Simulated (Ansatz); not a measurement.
ZrO2: single run (Ansatz)

Launch command:

```bash
ansatz run input.yaml --threads 1 --pin off --max-ram 2560MiB --backend cpu --events-out ev --progress --plain --runs-dir out
```

Input:

```yaml
crystal:
  lattice:
    - [0.0, 2.53303106, 2.53303106]
    - [2.53303106, 0.0, 2.53303106]
    - [2.53303106, 2.53303106, 0.0]
  atoms:
    - { symbol: Zr, position: [0.0, 0.0, 0.0] }
    - { symbol: O, position: [0.25, 0.25, 0.25] }
    - { symbol: O, position: [0.75, 0.75, 0.75] }
  symmetry: { tolerance: 0.0003 }
kpoints:
  mp_grid: { grid: [6, 6, 6], shift: [0, 0, 0] }
magnetization:
  spin_polarized: false
scf:
  occupations: { method: fermi_dirac }
  convergence: { dr2_threshold: 1.0e-09 }
  lower_state_search: "off"
hamiltonian:
  pseudopotentials: { kind: paw }
  xc: pbesol
basis:
  ecutwfc: 420
output:
  forces: true
  stress: true
  eigenvalues: true
```

Origin of the cell: a database entry, scaled a little.

The smearing width isn't typed, so it takes its default of 0.1 eV.

Output (shortened):

```
Warning: output.stress: scf.convergence.dr2_threshold = 1e-9 eV is looser than the 3e-10 eV advised for a printed stress (1e-10 eV for each atom of the cell: 3). What an SCF threshold leaves […]
Pseudopotentials: kind: paw
Pseudopotential: Zr, paw, valence charge 12, recommended cutoff 420 eV (normal), Zr.paw.azcp
Pseudopotential: O, paw, valence charge 6, recommended cutoff 420 eV (normal), O.paw.azcp
Functional definition: PBEsol
  exchange = pbesol_x
  correlation = pbesol_c
Crystal: 3 atoms, lattice volume = 32.505 Å³
Basis set: ecut = 420 eV, 609 PW (Γ), exchange–correlation on 48×48×48 points (8 copies of the dense FFT grid, shifted against one another)
Bands: 16, of which v1, the nominal top of the filled ones, is band 12 counted from 1 (11 counted from 0)
Symmetry: 48 space group operations
Space group: Fm-3m (ITA 225), of the structure as read, at distance tolerance 9.6e-4 Å
k-points: 16 of 216
[… 5 lines left out …]
Initial density: superposition of atomic densities (neutral atoms: chi_scale 0, normalization atom), corrected by the library's trained network
Functional: x = pbesol(κ = 0.804, μ = 0.123457), c = pbesol(β = 0.046)
SCF iter   1: F=—  HF=-5255.646404 eV  Δρ=1.65e-2  dr2=7.08e-2
SCF iter   2: F=—  HF=-5255.637732 eV  Δρ=1.12e-2  dr2=3.54e-2
SCF iter   3: F=—  HF=-5255.628488 eV  Δρ=1.40e-3  dr2=4.16e-4
SCF iter   4: F=—  HF=-5255.628422 eV  Δρ=3.72e-4  dr2=1.33e-5
SCF iter   5: F=—  HF=-5255.628371 eV  Δρ=2.83e-5  dr2=1.58e-7
SCF iter   6: F=—  HF=-5255.628371 eV  Δρ=6.63e-6  dr2=3.78e-9
SCF iter   7: F=-5255.628371 eV  HF=-5255.628371 eV  Δρ=3.64e-7  dr2=2.16e-11
SCF 1 converged in 7 iterations: F = -5255.628371 eV  dr2 = 2.16e-11
SCF converged after 7 iterations
Free energy (F): -5255.628371 eV
Harris-Foulkes:  -5255.628371 eV  (|F-HF|=5.46e-12)
Internal energy: -5255.628371 eV  (E = F + TS)
E sigma→0 (E₀):  -5255.628371 eV
Fermi energy:    13.946548 eV
--- Per-component energies (eV) ---
  E_band       = -57.943821
  E_kinetic    = 687.111778
  E_local      = -1127.283455  (includes V_loc(G=0)·N_el)
  E_nonlocal   = 173.430984
  E_hartree    = 370.476729
  E_xc         = -308.947429
  E_vxc        = -381.013527  (∫ρ·V_xc dr)
  E_paw        = -3203.472302  (= ΣΔE_a)
  E_vpaw       = -151.147957  (= ΣTr[D̂ρ^β])
  E_aug_tail   = 0.005035  (compensation charges beyond the density's cutoff)
  E_ewald      = -1847.186007
  E_core_change = 0.236296  (= ΣΔE_core)
  E_smearing   = -0.000000  (= −TS)
  Σ components = -5255.628371   (vs F -5255.628371, Δ=0.00e0)
--- Forces (eV/Å), atoms counted from 1 ---
  atom   1  Zr    -0.000000     0.000000     0.000000
  atom   2  O     -0.000000     0.000000    -0.000000
  atom   3  O      0.000000    -0.000000    -0.000000
  max |Σ_I F_I| component: 2.31e-18 eV/Å
--- Stress (GPa, compression-positive) ---
       -0.296142       0.000000       0.000000
       -0.000000      -0.296142       0.000000
       -0.000000      -0.000000      -0.296142
  P = ⅓ Tr σ = -0.2961 GPa (-2.961 kbar)
```

Caveats: the SCF threshold is looser than advised for a stress.

It ran for 0.68 s on 1 thread of Intel(R) Xeon(R) Platinum 8488C (Sapphire Rapids), on a shared host, peak memory 0.34 GiB, from the program's own first density.
